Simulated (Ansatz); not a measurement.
Input and command of a plane-wave DFT calculation in Ansatz:

```yaml
crystal:
  lattice:
    - [-1.58841588, 1.63350324, 2.43187568]
    - [1.58841588, -1.63350324, 2.43187568]
    - [1.58841588, 1.63350324, -2.43187568]
  atoms:
    - { symbol: Sn, position: [0.0, 0.0, 0.0] }
basis:
  ecutwfc: 420
kpoints:
  mp_grid: { grid: [20, 20, 20] }
hamiltonian:
  xc: pbesol
  dispersion: d3bj
scf:
  occupations: { method: gaussian, width: 0.15 }
output:
  forces: true
  stress: true
  eigenvalues: true
```

```bash
ansatz run input.yaml --threads 1 --pin off --max-ram 2560MiB --backend cpu --events-out ev --progress --plain --runs-dir out
```

Processor: Intel(R) Xeon(R) Processor @ 2.50GHz (Skylake/Cascade Lake), 1 thread, on a host shared with other jobs.

Question: How long does it run, and how much memory does it take?

Answer: About 41 s on 1 thread of Intel(R) Xeon(R) Processor @ 2.50GHz (Skylake/Cascade Lake) (shared host), peak memory 0.61 GiB. It solves 11 bands at 1166 k points (the mesh reduced by symmetry) with about 513 plane waves, in 7 SCF iterations.
